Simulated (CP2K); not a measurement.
**BAs: equation of state with LDA**

**What was measured.**

“Basic Physical Properties of Cubic Boron Arsenide”, 2019, arxiv:1911.11281 quotes, for a bulk crystal of BAs: bulk modulus 148 GPa.

Crystal: BAs.

```xyz
2
Lattice="3.3778 0.0000 0.0000 1.6889 2.9253 0.0000 1.6889 0.9751 2.7580" Properties=species:S:1:pos:R:3 pbc="T T T"
As    5.0668    2.9253    2.0685
B     0.0000    0.0000    0.0000
```

```
Program             : CP2K 2026.2
Task                : equation of state
Functional          : LDA
Potentials or basis : GTH_POTENTIALS As GTH-PADE-q5, B GTH-PADE-q3; TZVP-MOLOPT-PBE-GTH basis
Density cutoff      : 6123 eV
k mesh              : 10 × 10 × 10
Occupations         : fermi-dirac, width 0.05 eV
Spin                : no spin polarisation
```

```yaml
Equilibrium_volume: 13.22 Å³/atom
Bulk_modulus: 144 GPa
Pressure_derivative_of_the_bulk_modulus: 4.0
```

Energy against volume, from the lowest point:
```tsv
volume (Å³/atom)	energy (meV/atom)
12.809	5.32
13.081	0.00
13.354	0.01
13.626	4.78
13.899	13.89
14.171	26.89
14.444	43.42
```

All runs of the series together: 94 s on 2 threads of Arm Neoverse V2 (shared host).

A measured bulk modulus of BAs is 148 GPa (quoted in “Basic Physical Properties of Cubic Boron Arsenide”, 2019, arxiv:1911.11281); the calculated 144 GPa misses it by -2.9 %. The fit is for a static lattice scaled at fixed shape and fixed fractional positions.

Caveat: the basis of atomic orbitals isn't converged, which shifts pressures, moduli and gaps. LDA usually gives volumes a few per cent too small.
